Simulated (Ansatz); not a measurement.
# W on a Si site in Si2W

A defect calculation: W on a Si site in Si2W, supercell of 27 sites.

Computed with Ansatz 0.2.0 (DFT PBE, scalar-relativistic, plane waves, PAW, unless a step's input says otherwise).

1 further run of the same task is left out (set aside as unsound or not needed).

### 1 The system as given

The structure is tetragonal, space group I4/mmm (No. 139). Conventional cell: a = 3.229 Å, b = 3.229 Å, c = 7.867 Å, α = 90.00°, β = 90.00°, γ = 90.00°. Si (site symmetry 4mm) has 5 Si at 2.60 to 2.64 Å and 5 W at 2.63 Å in its first shell of neighbours. W (site symmetry 4/mmm) has 10 Si at 2.63 Å in its first shell of neighbours.

Coordinates:

```cif
data_structure
_symmetry_space_group_name_H-M 'P 1'
_symmetry_Int_Tables_number 1
_cell_length_a 4.5481
_cell_length_b 4.5481
_cell_length_c 4.5481
_cell_angle_alpha 138.415
_cell_angle_beta 138.415
_cell_angle_gamma 60.268
_cell_volume 41.01
loop_
_atom_site_label
_atom_site_type_symbol
_atom_site_fract_x
_atom_site_fract_y
_atom_site_fract_z
_atom_site_occupancy
Si1 Si 0.33457 0.33457 0.00000 1
Si2 Si 0.66543 0.66543 0.00000 1
W1 W 0.00000 0.00000 0.00000 1
```

This cell was relaxed beforehand with the same method: volume 13.67 Å³/atom, gap on the mesh none (metal).

The perfect supercell (rows 1 1 0; 2 -1 0; -1 -1 -3 in vectors of this cell) comes from an earlier run at this level (27 atoms, E(σ→0) -104917.1668 eV, gap none (metal)).

### 2 Setting up the defect

The atom at (0.001, 0.333, 0.333) of the supercell is replaced. The other atoms start on their ideal sites. Its neighbours are 1 Si at 2.60 Å, 5 W at 2.63 Å, 4 Si at 2.64 Å.

### 3 Relaxing the defect

File input.yaml:

```yaml
crystal:
  lattice:
    - [0.0, 0.0, 7.866827823]
    - [-4.8434929727, 4.8434929727, 3.9334139115]
    - [-4.8434929727, -4.8434929727, 3.9334139115]
  atoms:
    - { symbol: W, position: [0.0012410722, 0.3333333333, 0.3333333333] }
    - { symbol: Si, position: [0.6679077389, 0.0, 0.3333333333] }
    - { symbol: Si, position: [0.3345744056, 0.0, 0.0] }
    - { symbol: Si, position: [0.0012410722, 0.0, 0.6666666667] }
    - { symbol: Si, position: [0.3345744056, 0.6666666667, 0.3333333333] }
    - { symbol: Si, position: [0.0012410722, 0.6666666667, 0.0] }
    - { symbol: Si, position: [0.6679077389, 0.3333333333, 0.0] }
    - { symbol: Si, position: [0.3345744056, 0.3333333333, 0.6666666667] }
    - { symbol: Si, position: [0.6679077389, 0.6666666667, 0.6666666667] }
    - { symbol: Si, position: [0.6654255944, 0.3333333333, 0.6666666667] }
    - { symbol: Si, position: [0.3320922611, 0.0, 0.6666666667] }
    - { symbol: Si, position: [0.9987589278, 0.0, 0.3333333333] }
    - { symbol: Si, position: [0.6654255944, 0.0, 1.0] }
    - { symbol: Si, position: [0.9987589278, 0.6666666667, 0.6666666667] }
    - { symbol: Si, position: [0.6654255944, 0.6666666667, 0.3333333333] }
    - { symbol: Si, position: [0.3320922611, 0.3333333333, 0.3333333333] }
    - { symbol: Si, position: [0.9987589278, 0.3333333333, 1.0] }
    - { symbol: Si, position: [0.3320922611, 0.6666666667, 1.0] }
    - { symbol: W, position: [0.0, 0.3333333333, 0.6666666667] }
    - { symbol: W, position: [0.6666666667, 1.0, 0.6666666667] }
    - { symbol: W, position: [0.3333333333, 1.0, 0.3333333333] }
    - { symbol: W, position: [0.0, 1.0, 1.0] }
    - { symbol: W, position: [0.3333333333, 0.6666666667, 0.6666666667] }
    - { symbol: W, position: [0.0, 0.6666666667, 0.3333333333] }
    - { symbol: W, position: [0.6666666667, 0.3333333333, 0.3333333333] }
    - { symbol: W, position: [0.3333333333, 0.3333333333, 1.0] }
    - { symbol: W, position: [0.6666666667, 0.6666666667, 1.0] }
basis:
  ecutwfc: 420
  xc_grid: 2
kpoints:
  mp_grid: { grid: [4, 4, 4], shift: [0.0, 0.0, 0.0] }
hamiltonian:
  xc: pbe
scf:
  occupations: { method: gaussian, width: 0.1 }
output:
  forces: true
  stress: false
  eigenvalues: true
relax:
  adjacent_minimum: "off"
  f_tol: 0.025
  max_steps: 45
```

Command:

```console
> ansatz run input.yaml --threads 4 --pin off --max-ram 10240MiB --backend cpu --events-out ev --progress --plain --runs-dir out
```

Standard output, cut to the lines that bear on the results:

```text
Warning: RAYON_NUM_THREADS=4 ignored (pool sized by the plan → 4); use --threads N
[...]
Pseudopotentials: kind: paw
Pseudopotential: W, paw, valence charge 14, recommended cutoff 420 eV (normal), W.paw.azcp
Pseudopotential: Si, paw, valence charge 4, recommended cutoff 420 eV (normal), Si.paw.azcp
Functional definition: PBE
[...]
Crystal: 27 atoms, lattice volume = 369.103 Å³
Basis set: ecut = 420 eV, 7209 PW (Γ), exchange–correlation on 108×108×108 points (8 copies of the dense FFT grid, shifted against one another)
Bands: 131, of which v1, the nominal top of the filled ones, is band 104 counted from 1 (103 counted from 0)
Symmetry: 8 space group operations
Space group: I4mm (ITA 107), of the structure as read, at distance tolerance 7.2e-5 Å
k-points: 13 of 64 (time reversal used)
[...]
SCF iter   1: F=—  HF=-114662.304386 eV  |F-HF|=—  |Δ(HF+E_count)|=         —  Δρ=7.34e-3  dr2=6.91e-1  ethr=1.77e-3  ⟨swp⟩=7.3  Hψ=7575  notcnv=0
[...]
relax step   1: F+E_penalty+E_count = -114662.23846986 eV  Δ(F+E_penalty+E_count) = +0.000e0 eV  max|allowed force component| = 4.746e-1 eV/Å  Δτ_max = 0.0000 Å  (6 SCF iters, dr2 threshold 1.56e-5 eV, accepted)
[...]
relax step   3: F+E_penalty+E_count = -114662.32394988 eV  Δ(F+E_penalty+E_count) = -3.098e-2 eV  max|allowed force component| = 3.731e-2 eV/Å  Δτ_max = 0.0243 Å  (6 SCF iters, dr2 threshold 1.69e-5 eV, accepted)
[...]
relax step   4: F+E_penalty+E_count = -114662.32479637 eV  Δ(F+E_penalty+E_count) = -8.465e-4 eV  max|allowed force component| = 2.298e-2 eV/Å  Δτ_max = 0.0050 Å  (6 SCF iters, accepted)
SCF converged after 6 iterations
Free energy (F): -114662.324796 eV
[...]
E sigma→0 (E₀):  -114662.291032 eV
Entropy (-TS):   -0.067530 eV (-2.501 meV/atom)
Fermi energy:    17.244574 eV
[...]
--- Forces (eV/Å), atoms counted from 1 ---
  atom   1  W     -0.00000000    -0.00000000     0.02297974
  atom   2  Si    -0.00477756     0.00477756    -0.00408205
  atom   3  Si    -0.00907202     0.00000000     0.00005754
  atom   4  Si    -0.00000000     0.00907202     0.00005754
  atom   5  Si     0.00477756    -0.00477756    -0.00408205
  atom   6  Si    -0.00000000    -0.00907202     0.00005754
  atom   7  Si    -0.00477756    -0.00477756    -0.00408205
  atom   8  Si     0.00477756     0.00477756    -0.00408205
[...]
```

### 4 The log goes on: W on a Si site (e), charge +0, atoms relaxed at the host's cell

The log, continued, cut to the lines that bear on the results:

```text
  atom  16  Si    -0.00000000     0.00000000     0.00332701
  atom  17  Si    -0.00822887    -0.00822887     0.00215962
  atom  18  Si     0.00000000    -0.00369261    -0.00282272
  atom  19  W     -0.00147077    -0.00147077    -0.00250893
  atom  20  W      0.00000000    -0.00059893     0.00438356
  atom  21  W      0.00147077    -0.00147077    -0.00250893
  atom  22  W      0.00059893    -0.00000000     0.00438356
  atom  23  W     -0.00059893     0.00000000     0.00438356
[...]
--- Band table (eV; the first three rows and the last of 13) ---
[...]
--- Relaxed structure (4 steps of the walk, 4 accepted, 0 SCFs on fresh bases) ---
  F+E_penalty+E_count = -114662.32479637 eV   max|allowed force component| = 2.298e-2 eV/Å
  atoms:
    - { symbol: W, position: [0.0021025270467672774, 0.33333333333333326, 0.33333333333333326] }
[...]
    - { symbol: Si, position: [0.9970410837786766, 0.33333333333333315, 1.0008584647762402] }
    - { symbol: Si, position: [0.3335282777082206, 0.6680408844971373, 0.9986257821695295] }
    - { symbol: W, position: [0.0006392322831437758, 0.33333333333333326, 0.6713126525666977] }
    - { symbol: W, position: [0.6654803662953187, 0.9987468536722001, 0.6679198129944667] }
    - { symbol: W, position: [0.3386185515165081, 0.9953540140999688, 0.33333333333333326] }
    - { symbol: W, position: [6.684595645245484e-5, 0.9987468536722, 0.9987468536722] }
    - { symbol: W, position: [0.33089388663418573, 0.6679198129944666, 0.6679198129944666] }
    - { symbol: W, position: [0.0006392322831437758, 0.6713126525666977, 0.33333333333333326] }
    - { symbol: W, position: [0.6649239713523902, 0.33333333333333326, 0.33333333333333326] }
    - { symbol: W, position: [0.3386185515165081, 0.33333333333333326, 0.9953540140999688] }
    - { symbol: W, position: [0.6654803662953187, 0.6679198129944667, 0.9987468536722001] }
```

Wall time 33 s (4 threads of Intel Xeon 6975P-C (Granite Rapids), shared host); peak memory 1.5 GiB.

Relaxation path:

```tsv
step	energy from step 1 (eV/cell)	largest force component (eV/Å)
1	0.0000	0.4746
2	-0.0545	0.5201
3	-0.0855	0.0373
4	-0.0863	0.0230
```

Step 1 is the start.

The largest move, 0.04 Å, is shared by several atoms, W21 among them.

### 5 Variant: ecutrho_ratio 8, xc lda, hubbard.sites [{species: W, l: d, u_eff: 5.0}], hubbard.double_counting amf, ecutwfc left out

File input.yaml:

```yaml
crystal:
  lattice:
    - [0.0, 0.0, 7.866827823]
    - [-4.8434929727, 4.8434929727, 3.9334139115]
    - [-4.8434929727, -4.8434929727, 3.9334139115]
  atoms:
    - { symbol: W, position: [0.002102527, 0.3333333333, 0.3333333333] }
    - { symbol: Si, position: [0.668446089, -0.0015431383, 0.3333333333] }
    - { symbol: Si, position: [0.3316043057, 0.001270448, 0.001270448] }
    - { symbol: Si, position: [-0.0004585796, 0.001270448, 0.6653962186] }
    - { symbol: Si, position: [0.3335696174, 0.6682098049, 0.3333333333] }
    - { symbol: Si, position: [-0.0004585796, 0.6653962186, 0.001270448] }
    - { symbol: Si, position: [0.668446089, 0.3333333333, -0.0015431383] }
    - { symbol: Si, position: [0.3335696174, 0.3333333333, 0.6682098049] }
    - { symbol: Si, position: [0.6674785351, 0.6653962186, 0.6653962186] }
    - { symbol: Si, position: [0.6645662152, 0.3333333333, 0.6658082019] }
    - { symbol: Si, position: [0.3335282777, -0.0013742178, 0.6680408845] }
    - { symbol: Si, position: [0.9970410838, 0.0008584648, 0.3333333333] }
    - { symbol: Si, position: [0.6682358289, -0.0013742178, 0.9986257822] }
    - { symbol: Si, position: [0.9988207265, 0.6680408845, 0.6680408845] }
    - { symbol: Si, position: [0.6645662152, 0.6658082019, 0.3333333333] }
    - { symbol: Si, position: [0.3330116657, 0.3333333333, 0.3333333333] }
    - { symbol: Si, position: [0.9970410838, 0.3333333333, 1.0008584648] }
    - { symbol: Si, position: [0.3335282777, 0.6680408845, 0.9986257822] }
    - { symbol: W, position: [0.0006392323, 0.3333333333, 0.6713126526] }
    - { symbol: W, position: [0.6654803663, 0.9987468537, 0.667919813] }
    - { symbol: W, position: [0.3386185515, 0.9953540141, 0.3333333333] }
    - { symbol: W, position: [6.6846e-05, 0.9987468537, 0.9987468537] }
    - { symbol: W, position: [0.3308938866, 0.667919813, 0.667919813] }
    - { symbol: W, position: [0.0006392323, 0.6713126526, 0.3333333333] }
    - { symbol: W, position: [0.6649239714, 0.3333333333, 0.3333333333] }
    - { symbol: W, position: [0.3386185515, 0.3333333333, 0.9953540141] }
    - { symbol: W, position: [0.6654803663, 0.667919813, 0.9987468537] }
basis:
  xc_grid: 2
  ecutrho_ratio: 8
kpoints:
  mp_grid: { grid: [4, 4, 4], shift: [0.0, 0.0, 0.0] }
hamiltonian:
  xc: lda
  hubbard: { sites: [{ species: W, l: d, u_eff: 5.0 }], double_counting: amf }
scf:
  occupations: { method: gaussian, width: 0.1 }
output:
  forces: true
  eigenvalues: true
```

Command:

```console
> ansatz run input.yaml --threads 4 --pin off --max-ram 10240MiB --backend cpu --events-out ev --progress --plain --runs-dir out
```

Standard output, cut to the lines that bear on the results:

```text
Warning: RAYON_NUM_THREADS=4 ignored (pool sized by the plan → 4); use --threads N
W: projections on atomic orbitals take those of the free atom [Kr 4d10 4f14] 5s2 5p6 5d4 6s2, of charge +0.00 (hamiltonian.pseudopotentials.projection_atoms); the dataset's partial waves leave at most 6.5e-5 of an orbital's norm unspanned inside its sphere
Si: projections on atomic orbitals take those of the free atom [Ne] 3s2 3p2, of charge +0.00 (hamiltonian.pseudopotentials.projection_atoms); the dataset's partial waves leave at most 6.1e-8 of an orbital's norm unspanned inside its sphere
[...]
[... 3 set-up lines as earlier in the session ...]
Functional definition: SPW92
[...]
Crystal: 27 atoms, lattice volume = 369.103 Å³
[...]
SCF iter  12: F=-111654.600772 eV  HF=-111654.600772 eV  |F-HF|=1.30e-8  |Δ(HF+E_count)|=   3.31e-8  Δρ=1.90e-6  dr2=1.97e-8  ethr=4.81e-11  ⟨swp⟩=12.8  Hψ=8271  notcnv=0
[...]
SCF converged after 12 iterations
Free energy (F): -111654.600772 eV
[...]
E sigma→0 (E₀):  -111654.577938 eV
Entropy (-TS):   -0.045669 eV (-1.691 meV/atom)
Fermi energy:    16.941822 eV
[...]
DFT+U double counting: amf (around mean field; hamiltonian.hubbard.double_counting)
--- Forces (eV/Å), atoms counted from 1 ---
  atom   1  W     -0.00000000    -0.00000000     0.25928455
  atom   2  Si     0.01926630    -0.01926630     0.31738199
  atom   3  Si     0.07906014     0.00000000     0.31416987
  atom   4  Si    -0.00000000    -0.07906014     0.31416987
  atom   5  Si    -0.01926630     0.01926630     0.31738199
  atom   6  Si    -0.00000000     0.07906014     0.31416987
  atom   7  Si     0.01926630     0.01926630     0.31738199
  atom   8  Si    -0.01926630    -0.01926630     0.31738199
[...]
--- Band table (eV; the first three rows and the last of 13) ---
[...]
Occupation matrices written to <dir>
```

It took 16 s on 4 threads of Intel Xeon 6975P-C (Granite Rapids), shared host; peak memory 1.8 GiB.

```tsv
run	ending	energy change	gap (eV)	force (eV/Å)	cycles	time
step 3	converged	-	0.00	0.02	-	33 s
variant	converged	not comparable	0.00	0.58	12	16 s
```

Total energies don't compare across a change of functional; the largest force goes from 0.02 to 0.58 eV/Å. The numerical grids, Hubbard U and double counting of the Hubbard term changed too.

### 6 Energies of the defect

| charge | E(defect cell) - E(host) (eV) | formation energy (eV) | moment over the host's (μB) | largest move (Å) | neighbours |
| --- | --- | --- | --- | --- | --- |
| 0 | -9745.124 | 3.89 | 0.00 | 0.04 | 1 Si at 2.60 Å, 4 Si at 2.65 Å, 1 W at 2.65 Å, 4 W at 2.66 Å |

Atoms are taken from and returned to the elements' standard states: Si -635.809 eV, W -10384.825 eV an atom at this level.

### 7 Summary of results

| quantity | value |
| --- | --- |
| formation energy, neutral | 3.89 eV |
| nearest atoms after relaxation, one image of each, neutral | 1 Si at 2.60 Å, 4 Si at 2.65 Å, 1 W at 2.65 Å, 4 W at 2.66 Å |
| step 5, run with ecutrho_ratio 8, xc lda, hubbard.sites [{species: W, l: d, u_eff: 5.0}], hubbard.double_counting amf, ecutwfc left out (against step 3) | converged; the largest force goes from 0.02 to 0.58 eV/Å |

**Reading.** The neutral defect costs 3.89 eV against the elements. Spin polarisation was off in the neutral run, so a moment could not show there. With 27 host sites the defect feels its images, so energies are good to tenths of an eV at best. A distortion of lower symmetry was not tried. Spin-orbit coupling is left out for W.
